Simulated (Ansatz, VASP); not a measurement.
# Ca: VASP beside Ansatz

Contents of INCAR:

```
SYSTEM = Ca
PREC     = Accurate       ! precision mode
ENCUT    = 520            ! plane-wave cutoff, eV
EDIFF    = 1E-6           ! SCF threshold, eV
ISMEAR   = -1             ! smearing method
SIGMA    = 0.1            ! smearing width, eV
LREAL    = .False.        ! projectors in reciprocal space
LASPH    = .True.         ! aspherical terms in the spheres
NELM     = 60             ! most SCF steps
ALGO     = Normal         ! electronic algorithm
ISIF     = 2              ! what is computed and relaxed
LWAVE    = .False.        ! write WAVECAR
LCHARG   = .True.         ! write CHGCAR
GGA      = PS             ! functional
LELF     = .True.         ! ELF
LVHAR    = .True.       
NBANDS   = 11             ! bands
```

The input KPOINTS:

```
Automatic mesh
0
Gamma
  16 16 16
  0 0 0
```

Contents of POSCAR:

```
Ca
1.0
    0.0000000000      2.6532105395      2.6532105395
    2.6532105395      0.0000000000      2.6532105395
    2.6532105395      2.6532105395      0.0000000000
Ca
1
Direct
    0.0000000000      0.0000000000      0.0000000000
```

Input for Ansatz:

```yaml
crystal:
  lattice:
    - [0.0, 2.6532105395, 2.6532105395]
    - [2.6532105395, 0.0, 2.6532105395]
    - [2.6532105395, 2.6532105395, 0.0]
  atoms:
    - { symbol: Ca, position: [0.0, 0.0, 0.0] }
hamiltonian:
  xc: pbesol
  pseudopotentials:
    kind: paw
    azcp:
      Ca: "pseudopotentials/Ca.paw.azcp"
basis:
  ecutwfc: 420
  fft_grid_basis: typed
kpoints:
  mp_grid: { grid: [16, 16, 16], shift: [0, 0, 0] }
magnetization:
  spin_polarized: false
scf:
  occupations: { method: fermi_dirac, width: 0.1 }
output:
  stress: true
```

Alike in both runs: task single point; functional PBEsol; k mesh 16 × 16 × 16; occupations fermi-dirac, width 0.1 eV; no spin polarisation.

|  | VASP | Ansatz |
| --- | --- | --- |
| version | VASP 6.6.1 | Ansatz 0.2.0 |
| potentials or method | VASP PAW PBE potentials, release 64 (Ca_sv) | plane waves (420 eV) with PAW, scalar-relativistic |
| plane-wave cutoff (eV) | 520 | 420 |
| valence electrons in the cell | 10 | 10 |

```csv
,VASP,Ansatz,Ansatz less VASP
pressure (GPa),1.7,1.7,0.00
```

The functional is the same, so the differences come from potentials, cutoffs and numerics. Ansatz warned: «pseudo_functional_mismatch».

Caveats: the PAW data sets were made with another functional, which shifts forces and pressure a little (VASP).
